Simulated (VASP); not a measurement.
# La (P6_3/mmc) in VASP: further runs, part 2 of 2

VASP 6.6.1. Earlier steps stand in the parts before.

## (5) Single point, LDA

File INCAR:

```
SYSTEM = La
PREC = Accurate ; ENCUT = 300
EDIFF = 1E-6 ; ISMEAR = -1
SIGMA = 0.1 ; LREAL = .FALSE.
LASPH = .TRUE. ; NELM = 100
ALGO = Normal ; ISIF = 2
LWAVE = .FALSE. ; LCHARG = .FALSE.
GGA = CA ; ADDGRID = .FALSE.
```

File KPOINTS:

```
Automatic mesh
0
G
  7 7 4
  0 0 0
```

File POSCAR:

```
La
1.0
    3.7500000000      0.0000000000      0.0000000000
   -1.8750000000      3.2475952642      0.0000000000
    0.0000000000      0.0000000000      6.0700000000
La
2
Direct
    0.6666666667      0.3333333333      0.7500000000
    0.3333333333      0.6666666667      0.2500000000
```

Potentials or basis: VASP PAW LDA potentials, release 64 (La).

Command:

```console
cat potpaw_LDA.64/La/POTCAR > POTCAR
mpirun -np 1 vasp_std > vasp.out
```

OUTCAR:

```text
SYSTEM = La
   PREC = Accurate
   ENCUT = 300
   EDIFF = 1E-6
   ISMEAR = -1
   LREAL = .FALSE.
   LASPH = .TRUE.
   NELM = 100
   ISIF = 2
   GGA = CA

 Found     24 irreducible k-points:

 Following reciprocal coordinates:
            Coordinates               Weight
  0.000000  0.000000  0.000000      1.000000
  0.142857  0.000000  0.000000      6.000000
  0.285714  0.000000  0.000000      6.000000
  0.428571  0.000000  0.000000      6.000000
  0.142857  0.142857  0.000000      6.000000
  0.285714  0.142857  0.000000     12.000000
   k-points           NKPTS =     24   k-points in BZ     NKDIM =     24   number of bands    NBANDS=     15
   number of dos      NEDOS =    301   number of ions     NIONS =      2
   total plane-waves  NPLWV =  20736
   dimension x,y,z NGX =    24 NGY =   24 NGZ =   36
   dimension x,y,z NGXF=    48 NGYF=   48 NGZF=   72
   ions per type =               2
   NGX,Y,Z   is equivalent  to a cutoff of  10.64, 10.64,  9.86 a.u.
   NGXF,Y,Z  is equivalent  to a cutoff of  21.28, 21.28, 19.72 a.u.
 SYSTEM =  La
   PREC   = accura    normal or accurate (medium, high low for compatibility)
   ISTART =      0    job   : 0-new  1-cont  2-samecut
   ICHARG =      2    charge: 1-file 2-atom 10-const
   ISPIN  =      1    spin polarized calculation?
   LNONCOLLINEAR =      F non collinear calculations
   LSORBIT =      F    spin-orbit coupling
   LASPH  =      T    aspherical Exc in radial PAW
   ENCUT  =  300.0 eV  22.05 Ry    4.70 a.u.   5.30  5.30  8.57*2*pi/ulx,y,z
   NELM   =    100;   NELMIN=  2; NELMDL= -5     # of ELM steps
   EDIFF  = 0.1E-05   stopping-criterion for ELM
   LREAL  =      F    real-space projection
   EDIFFG = 0.1E-04   stopping-criterion for IOM
   NSW    =      0    number of steps for IOM
   IBRION =     -1    ionic relax: 0-MD 1-quasi-New 2-CG
   NFREE  =      0    steps in history (QN), initial steepest desc. (CG)
   ISIF   =      2    stress and relaxation
   ISYM   =      2    0-nonsym 1-usesym 2-fastsym
   POTIM  = 0.5000    time-step for ionic-motion
   TEBEG  =    0.0;   TEEND  =   0.0 temperature during run
   PSTRESS=    0.0 pullay stress
   NELECT =      22.0000    total number of electrons
   NUPDOWN=      -1.0000    fix difference up-down
   EMIN   =  10.00;   EMAX   =-10.00  energy-range for DOS
   EFERMI =   0.00;   METHOD = LEGACY
   ISMEAR =    -1;   SIGMA  =   0.10  broadening in eV -4-tet -1-fermi 0-gaus
   EFERMI_NEDOS =   21; number of points for ismear=-14 and -15
[... 19 lines left out ...]
   NGX = 11   NGY = 11   NGZ = 17

 number of electron      22.0000008 magnetization

 Free energy of the ion-electron system (eV)
  ---------------------------------------------------
  ext. energy  EPLUGINS =         0.00000000
  ---------------------------------------------------
  free energy    TOTEN  =       -11.04223039 eV

  energy without entropy =      -10.89326504  energy(sigma->0) =      -10.96774771

 E-fermi :   7.6750     XC(G=0):  -9.7829

 val. band max:        7.6744126935   @ k =   0.2857   0.2857   0.5000
 cond. band min:       7.6806066651   @ k =   0.2857   0.2857   0.2500
 fundamental gap:      0.0061939716
 Fermi energy:         7.6749672127

 k-point     1 :       0.0000    0.0000    0.0000
  band No.  band energies     occupation
      1     -25.0319      2.00000
      2     -24.8224      2.00000
      3      -9.4374      2.00000
      4      -8.2084      2.00000
      5      -8.2084      2.00000
      6      -8.0174      2.00000
      7      -8.0174      2.00000
      8      -7.9844      2.00000
      9       4.5048      2.00000
     10       5.9309      2.00000
     11       8.7075      0.00007
     12       8.9950      0.00000
     13       8.9983      0.00000
     14       9.0945      0.00000
[... 77 lines left out ...]
      2     -24.7637      2.00000
      3      -9.0757      2.00000
      4      -8.9373      2.00000
      5      -8.9135      2.00000
      6      -8.5460      2.00000
      7      -8.2834      2.00000
      8      -8.2495      2.00000
      9       6.7465      1.99981
     10       6.8508      1.99947
     11       6.9018      1.99912
     12       8.0541      0.04411
     13       8.3891      0.00158
     14       8.8890      0.00001
     15       9.1663      0.00000

 [... further k-points ...]

------------------------ aborting loop because EDIFF is reached ----------------------------------------

  FORCE on cell =-STRESS in cart. coord.  units (eV):
  Direction    XX          YY          ZZ          XY          YZ          ZX
  --------------------------------------------------------------------------------------
  -------------------------------------------------------------------------------------
  Total       -1.4780595     -1.4780595     -1.1499989      0.0000000      0.0000000      0.0000000
  in kB      -32.0346986    -32.0346986    -24.9244831      0.0000000      0.0000000      0.0000000
  external PRESSURE =     -29.6646268 kB  Pullay stress =       0.0000000 kB

 VOLUME and BASIS-vectors are now :
 -----------------------------------------------------------------------------
  energy-cutoff  :      300.00
  volume of cell :       73.92
      direct lattice vectors                 reciprocal lattice vectors
     3.750000000  0.000000000  0.000000000     0.266666667  0.153960072  0.000000000
    -1.875000000  3.247595264  0.000000000     0.000000000  0.307920144  0.000000000
     0.000000000  0.000000000  6.070000000     0.000000000  0.000000000  0.164744646

 POSITION                                       TOTAL-FORCE (eV/Angst)
 -----------------------------------------------------------------------------------
      1.87500      1.08253      4.55250        -0.000000      0.000000      0.000000
     -0.00000      2.16506      1.51750         0.000000     -0.000000      0.000000
 -----------------------------------------------------------------------------------
    total drift:                                0.000000     -0.000000      0.000000

  FREE ENERGIE OF THE ION-ELECTRON SYSTEM (eV)
  ---------------------------------------------------
  free  energy   TOTEN  =       -11.0422303891 eV

  energy  without entropy=      -10.8932650375  energy(sigma->0) =      -10.96774771
```

OSZICAR:

```text
N       E                     dE             d eps       ncg     rms          rms(c)
DAV:   1     0.212666473154E+03    0.21267E+03   -0.60030E+03   720   0.130E+03
DAV:   2     0.175725311294E+02   -0.19509E+03   -0.19353E+03  1094   0.336E+02
DAV:   3    -0.748479158410E+01   -0.25057E+02   -0.24531E+02  1256   0.134E+02
DAV:   4    -0.107705427545E+02   -0.32858E+01   -0.32359E+01  1425   0.414E+01
DAV:   5    -0.110549652087E+02   -0.28442E+00   -0.28291E+00  1176   0.120E+01    0.315E+00
DAV:   6    -0.110599973205E+02   -0.50321E-02   -0.42664E-01  1432   0.508E+00    0.161E+00
DAV:   7    -0.110437489435E+02    0.16248E-01   -0.33385E-02  1304   0.144E+00    0.465E-01
DAV:   8    -0.110421622107E+02    0.15867E-02   -0.33288E-03  1424   0.514E-01    0.530E-02
DAV:   9    -0.110422183354E+02   -0.56125E-04   -0.46850E-04  1432   0.168E-01    0.336E-02
DAV:  10    -0.110422297231E+02   -0.11388E-04   -0.46567E-05  1424   0.455E-02    0.241E-02
DAV:  11    -0.110422304324E+02   -0.70928E-06   -0.13206E-05  1128   0.380E-02    0.307E-03
DAV:  12    -0.110422303891E+02    0.43262E-07   -0.44550E-07   864   0.887E-03
   1 F= -.11042230E+02 E0= -.10967748E+02  d E =-.148965E+00
```

stdout:

```text
POSCAR found type information on POSCAR La
 POSCAR found :  1 types and       2 ions
 scaLAPACK will be used
 LDA part: xc-table for (Slater(with rela. corr.)+CA(PZ))
 , standard interpolation
 POSCAR, INCAR and KPOINTS ok, starting setup
 FFT: planning ... GRIDC
 FFT: planning ... GRID_SOFT
 FFT: planning ... GRID
 WAVECAR not read
 entering main loop
```

Run time: 8.9 s. Hardware: 1 thread of AMD EPYC 9R45 (Zen 5), shared host; peak memory 0.11 GiB.

These settings aren't checked as converged: the numbers below hold their error.

Results:

```
Free energy            : -11.0422 eV
Pressure               : -3.0 GPa
Band gap on the k mesh : none (metal or under the smearing width)
```

## (6) Single point, LDA

INCAR is that of step 5.

KPOINTS is that of step 5.

File POSCAR:

```
La
1.0
    3.7500000000      0.0000000000      0.0000000000
   -1.8750000000      3.2475952642      0.0000000000
    0.0000000000      0.0000000000      6.0700000000
La
2
Direct
    0.6527560000      0.3219160000      0.7382770000
    0.3157440000      0.6620370000      0.2676620000
```

Potentials or basis: VASP PAW LDA potentials, release 64 (La).

Command:

```console
cat potpaw_LDA.64/La/POTCAR > POTCAR
mpirun -np 1 vasp_std > vasp.out
```

OUTCAR:

```text
SYSTEM = La
   PREC = Accurate
   ENCUT = 300
   EDIFF = 1E-6
   ISMEAR = -1
   LREAL = .FALSE.
   LASPH = .TRUE.
   NELM = 100
   ISIF = 2
   GGA = CA

 Found     99 irreducible k-points:

 Following reciprocal coordinates:
            Coordinates               Weight
  0.000000  0.000000  0.000000      1.000000
  0.142857  0.000000  0.000000      2.000000
  0.000000  0.142857  0.000000      2.000000
 -0.142857  0.142857  0.000000      2.000000
  0.285714  0.000000  0.000000      2.000000
[... 186 lines left out ...]

  FORCE on cell =-STRESS in cart. coord.  units (eV):
  Direction    XX          YY          ZZ          XY          YZ          ZX
  --------------------------------------------------------------------------------------
  -------------------------------------------------------------------------------------
  Total       -1.4831612     -1.4570900     -1.0129158      0.0157590      0.0107553     -0.0131518
  in kB      -32.1452696    -31.5802174    -21.9534132      0.3415534      0.2331042     -0.2850443
  external PRESSURE =     -28.5596334 kB  Pullay stress =       0.0000000 kB

 VOLUME and BASIS-vectors are now :
 -----------------------------------------------------------------------------
  energy-cutoff  :      300.00
  volume of cell :       73.92
      direct lattice vectors                 reciprocal lattice vectors
     3.750000000  0.000000000  0.000000000     0.266666667  0.153960072  0.000000000
    -1.875000000  3.247595264  0.000000000     0.000000000  0.307920144  0.000000000
     0.000000000  0.000000000  6.070000000     0.000000000  0.000000000  0.164744646

 POSITION                                       TOTAL-FORCE (eV/Angst)
 -----------------------------------------------------------------------------------
      1.84424      1.04545      4.48134         0.002519     -0.002288      0.197022
     -0.05728      2.15003      1.62471        -0.002519      0.002288     -0.197022
 -----------------------------------------------------------------------------------
    total drift:                               -0.000015     -0.000003      0.000041

  FREE ENERGIE OF THE ION-ELECTRON SYSTEM (eV)
  ---------------------------------------------------
  free  energy   TOTEN  =       -11.0274436048 eV

  energy  without entropy=      -10.8888042678  energy(sigma->0) =      -10.95812394
```

OSZICAR:

```text
N       E                     dE             d eps       ncg     rms          rms(c)
DAV:   1     0.213009814979E+03    0.21301E+03   -0.60039E+03  2994   0.129E+03
DAV:   2     0.179581115651E+02   -0.19505E+03   -0.19358E+03  4489   0.338E+02
DAV:   3    -0.744671765181E+01   -0.25405E+02   -0.24914E+02  5150   0.133E+02
DAV:   4    -0.108410083933E+02   -0.33943E+01   -0.33260E+01  5933   0.419E+01
DAV:   5    -0.111598571592E+02   -0.31885E+00   -0.31604E+00  4820   0.121E+01    0.343E+00
DAV:   6    -0.110513075803E+02    0.10855E+00   -0.19153E+00  5940   0.779E+00    0.171E+00
DAV:   7    -0.110358241043E+02    0.15483E-01   -0.18373E-01  5236   0.341E+00    0.106E+00
DAV:   8    -0.110276889915E+02    0.81351E-02   -0.14153E-02  5748   0.116E+00    0.164E-01
DAV:   9    -0.110274411863E+02    0.24781E-03   -0.15140E-03  5676   0.304E-01    0.496E-02
DAV:  10    -0.110274417234E+02   -0.53714E-06   -0.24922E-04  5892   0.132E-01    0.173E-02
DAV:  11    -0.110274443125E+02   -0.25890E-05   -0.21550E-05  4908   0.438E-02    0.686E-03
DAV:  12    -0.110274436048E+02    0.70770E-06   -0.21831E-06  3580   0.173E-02
   1 F= -.11027444E+02 E0= -.10958124E+02  d E =-.138639E+00
```

stdout:

```text
POSCAR found type information on POSCAR La
 POSCAR found :  1 types and       2 ions
 scaLAPACK will be used
 LDA part: xc-table for (Slater(with rela. corr.)+CA(PZ))
 , standard interpolation
 POSCAR, INCAR and KPOINTS ok, starting setup
 FFT: planning ... GRIDC
 FFT: planning ... GRID_SOFT
 FFT: planning ... GRID
 WAVECAR not read
 entering main loop
```

Run time: 31 s. Hardware: 1 thread of AMD EPYC 9R45 (Zen 5), shared host; peak memory 0.15 GiB.

These settings aren't checked as converged: the numbers below hold their error.

What came out:

- Free energy: -11.0274 eV
- Pressure: -2.9 GPa
- Largest force: 0.197 eV/Å
- Band gap on the k mesh: none (metal or under the smearing width)

## (7) The reference run

An earlier run on the cell as given: functional PBE; potentials or basis VASP PAW PBE potentials, release 64 (La); cutoff 520 eV; k mesh 8 × 8 × 5; occupations fermi-dirac, width 0.05 eV; no spin polarisation.

- Pressure: 0.7 GPa
- Band gap on the k mesh: none (metal or under the smearing width)
